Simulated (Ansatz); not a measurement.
A run of Ansatz 0.2.0 is set up as follows.

File input.yaml:

```yaml
crystal:
  lattice:
    - [0.0, 2.9785, 2.9785]
    - [2.9785, 0.0, 2.9785]
    - [2.9785, 2.9785, 0.0]
  atoms:
    - { symbol: Eu, position: [0.0, 0.0, 0.0], spin: 7.0 }
    - { symbol: S, position: [0.5, 0.5, 0.5] }
hamiltonian:
  xc: pbe
  pseudopotentials: { kind: paw }
magnetization:
  spin_polarized: true
kpoints:
  mp_grid: { grid: [8, 8, 8] }
scf:
  occupations: { method: gaussian, width: 0.021 }
output:
  forces: true
  stress: true
  eigenvalues: true
```

Potentials or basis: Ansatz PAW.

The run is started by

```bash
$ ansatz run input.yaml --threads 2 --pin off --max-ram 5632MiB --backend cpu --events-out ev --progress --plain --runs-dir out
```

Predict the pressure.

-2.5 GPa.

Predict the site moments.

Eu +6.76; S -0.06 μB.

Predict the net moment.

6.99 μB per cell.

What does it give for the absolute moment?

7.12 μB per cell.

Caveat: spin-orbit coupling is left out, which moves the levels of the heavy elements; a cell with one magnetic atom can't hold antiferromagnetic order, which such compounds often take; without U or exact exchange the open f shell lies at the Fermi level, which spoils levels, moments and volumes. The state reached can hang on the start; a lower one may exist.

**Experimental background.**

From “Crystal-field mediated electronic transitions of EuS up to 35 GPa”, 2022, pmc:8786971, for a powder of EuS at 300 K: band gap 1.72 eV (optical).

A measured gap of EuS is 1.72 eV (optical; 300 K; powder; “Crystal-field mediated electronic transitions of EuS up to 35 GPa”, 2022, pmc:8786971); the calculated 0.00 eV misses it by -1.72 eV. So large a miss can be the level of theory's own, or it may mean another phase, state or a wrong row. Spin-orbit coupling on Eu is left out. The value is that of PBE on a finite k mesh, which can miss the band edges, without temperature or zero-point motion. Semilocal functionals fall short of measured gaps as a rule. The run's magnetic order (collinear spin, ferromagnetic start) needn't be the measured crystal's.
